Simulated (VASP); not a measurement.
The system is AgCl (Chlorargyrite).

```
Ag Cl
1.0
     0.00000    2.73500    2.73500
     2.73500    0.00000    2.73500
     2.73500    2.73500    0.00000
Ag Cl
1 1
Direct
  0.00000 0.00000 0.00000
  0.50000 0.50000 0.50000
```

Base run:

```yaml
Program: VASP 6.6.1
Functional: PBEsol
Potentials_or_basis: VASP PAW PBE potentials, release 64 (Ag, Cl)
Cutoff: 520 eV
k_mesh: 8 × 8 × 8
Occupations: gaussian, width 0.02 eV
Spin: no spin polarisation
```

Its results: band gap on the k mesh 0.72 eV, indirect (least direct gap 3.18 eV).

After a change of settings the same cell gave: band gap on the k mesh 0.90 eV, indirect (least direct gap 3.32 eV). Which change was it?
A. functional from PBEsol to LDA; potentials or basis from VASP PAW PBE potentials, release 64 (Ag, Cl) to VASP PAW LDA potentials, release 64 (Ag, Cl); cutoff from 520 eV to 500 eV
B. functional from PBEsol to PBE; further incar settings from ALGO = Normal; EDIFF = 1e-06 to ALGO = Normal; EDIFF = 1e-08; IBRION = 8
C. functional from PBEsol to r2SCAN

B.

Not every run made on this cell is shown here.
